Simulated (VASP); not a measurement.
## A VASP 6.6.1 single-point calculation on AlN

INCAR

```
METAGGA = R2SCAN
SIGMA = 0.01
LCHARG = .FALSE.
ISIF = 2
LREAL = .FALSE.
ENCUT = 520
PREC = Accurate
LASPH = .TRUE.
NELM = 73
IBRION = -1
EDIF = 1E-7
LWAVE = .FALSE.
NBANDS = 11
ALGO = Normal
ISMEAR = 0
NSW = 0
```

KPOINTS

```
KPOINTS created by Atomic Simulation Environment
0
Gamma
10 10 10
0 0 0
```

POSCAR

```
Al N
 1.0000000000000000
     0.0000000000000000    1.9583023986000001    1.9583023986000001
     1.9583023986000001    0.0000000000000000    1.9583023986000001
     1.9583023986000001    1.9583023986000001    0.0000000000000000
 Al  N
   1   1
Cartesian
  0.0000000000000000  0.0000000000000000  0.0000000000000000
  1.9583023985999999  1.9583023985999999  1.9583023985999999
```

The recommended PBE PAW datasets give the neutral cell 8 valence electrons.

Command

```
mpirun -np 1 vasp_std
```

OSZICAR

```
N       E                     dE             d eps       ncg     rms          rms(c)
DAV:   1     0.566655634997E+01    0.56666E+01   -0.40572E+03  1066   0.637E+02
DAV:   2    -0.217719453520E+02   -0.27439E+02   -0.26653E+02  1275   0.148E+02
DAV:   3    -0.224544309806E+02   -0.68249E+00   -0.68155E+00  1251   0.217E+01
DAV:   4    -0.224570977576E+02   -0.26668E-02   -0.26665E-02  1184   0.145E+00
DAV:   5    -0.224571209302E+02   -0.23173E-04   -0.23172E-04  1214   0.128E-01    0.844E+00
DAV:   6    -0.187250440122E+02    0.37321E+01   -0.51550E+00  1112   0.127E+01    0.393E+00
DAV:   7    -0.187577908289E+02   -0.32747E-01   -0.48530E-01  1175   0.487E+00    0.216E+00
DAV:   8    -0.187765132119E+02   -0.18722E-01   -0.36260E-02  1121   0.146E+00    0.176E-01
DAV:   9    -0.187764943379E+02    0.18874E-04   -0.14912E-03  1251   0.271E-01    0.871E-02
DAV:  10    -0.187766732131E+02   -0.17888E-03   -0.23359E-04  1124   0.125E-01    0.436E-02
DAV:  11    -0.187766566910E+02    0.16522E-04   -0.24555E-05   577   0.311E-02
   1 F= -.18776657E+02 E0= -.18776657E+02  d E =-.371615E-19
```

From OUTCAR

```
k-points           NKPTS =     47   k-points in BZ     NKDIM =     47   number of bands    NBANDS=     11

   NELECT =       8.0000    total number of electrons

   dimension x,y,z NGX =    24 NGY =   24 NGZ =   24
   dimension x,y,z NGXF=    48 NGYF=   48 NGZF=   48

  energy-cutoff  :      520.00
  volume of cell :       15.02
      direct lattice vectors                 reciprocal lattice vectors
     0.000000000  1.958302399  1.958302399    -0.255323182  0.255323182  0.255323182
     1.958302399  0.000000000  1.958302399     0.255323182 -0.255323182  0.255323182
     1.958302399  1.958302399  0.000000000     0.255323182  0.255323182 -0.255323182

 k-points in reciprocal lattice and weights: KPOINTS created by Atomic Simulation Env
   0.00000000  0.00000000  0.00000000       0.001
   0.10000000  0.00000000  0.00000000       0.008
   0.20000000  0.00000000  0.00000000       0.008
   0.30000000  0.00000000  0.00000000       0.008
   0.40000000  0.00000000  0.00000000       0.008
   0.50000000  0.00000000  0.00000000       0.004
   0.10000000  0.10000000  0.00000000       0.006
   0.20000000  0.10000000  0.00000000       0.024
   ...

 E-fermi :  11.1108

 k-point     1 :       0.0000    0.0000    0.0000
  band No.  band energies     occupation
      1      -8.2622      2.00000
      2      11.0527      2.00000
      3      11.0527      2.00000
      4      11.0527      2.00000
      5      19.0747      0.00000
      6      24.2853      0.00000
      7      24.2853      0.00000
      8      24.2853      0.00000
      9      30.3452      0.00000
     10      30.3825      0.00000
     11      30.3825      0.00000

 k-point     2 :       0.1000    0.0000    0.0000
  band No.  band energies     occupation
      1      -8.0335      2.00000
      2      10.0020      2.00000
      3      10.8985      2.00000
      4      10.8985      2.00000
      5      19.6418      0.00000
      6      23.4766      0.00000
      7      24.6590      0.00000
      8      24.6590      0.00000
      9      29.2283      0.00000
     10      29.2283      0.00000
     11      31.9447      0.00000

 k-point     3 :       0.2000    0.0000    0.0000
  band No.  band energies     occupation
      1      -7.3685      2.00000
      2       7.6781      2.00000
      3      10.5255      2.00000
      4      10.5255      2.00000
      5      19.9126      0.00000
      6      23.4767      0.00000
      7      25.1326      0.00000
      8      25.1326      0.00000
      9      28.5750      0.00000
     10      28.5750      0.00000
     11      31.7104      0.00000

 k-point     4 :       0.3000    0.0000    0.0000
  band No.  band energies     occupation
      1      -6.3487      2.00000
      2       5.0962      2.00000
      3      10.1137      2.00000
      4      10.1137      2.00000
      5      19.2800      0.00000
      6      24.6350      0.00000
      7      24.6350      0.00000
      8      25.0184      0.00000
      9      30.1026      0.00000
     10      30.1026      0.00000
     11      30.7404      0.00000

 k-point     5 :       0.4000    0.0000    0.0000
  band No.  band energies     occupation
      1      -5.2127      2.00000
      2       2.9132      2.00000
      3       9.8113      2.00000
      4       9.8113      2.00000
      5      18.7734      0.00000
      6      24.0178      0.00000
      7      24.0178      0.00000
      8      26.5495      0.00000
      9      30.0080      0.00000
     10      32.6373      0.00000
     11      32.6373      0.00000

 ...

  Total        2.7427569      2.7427569      2.7427569      0.0000000     -0.0000000     -0.0000000
  in kB      292.5692264    292.5692264    292.5692264      0.0000000     -0.0000000     -0.0000000
  external PRESSURE =     292.5692264 kB  Pullay stress =       0.0000000 kB

 POSITION                                       TOTAL-FORCE (eV/Angst)
 -----------------------------------------------------------------------------------
      0.00000      0.00000      0.00000        -0.000000      0.000000     -0.000000
      1.95830      1.95830      1.95830         0.000000     -0.000000      0.000000
 -----------------------------------------------------------------------------------
    total drift:                               -0.000000     -0.000000      0.000000

  FREE ENERGIE OF THE ION-ELECTRON SYSTEM (eV)
  ---------------------------------------------------
  free  energy   TOTEN  =       -18.7766566910 eV

  energy  without entropy=      -18.7766566910  energy(sigma->0) =      -18.77665669
```

It converged. Results: gap between bands v and c on the k mesh 5.81 eV; least direct gap on the k mesh 8.02 eV; pressure 29.3 GPa. Band v is the last that the valence electrons fill when counted band by band, and c is the next.

One setting is odd (misspelt tag), but here it hardly changes the result.

On sound settings r²SCAN gives a gap of 5.81 eV on its mesh and a pressure of 29.3 GPa for the intended cell. This run's energy (σ→0) differs from it by 0 meV an atom.

The run took about 17 s on one core of a shared host (Intel Xeon Platinum 8488C) and held 0.14 GiB at most.
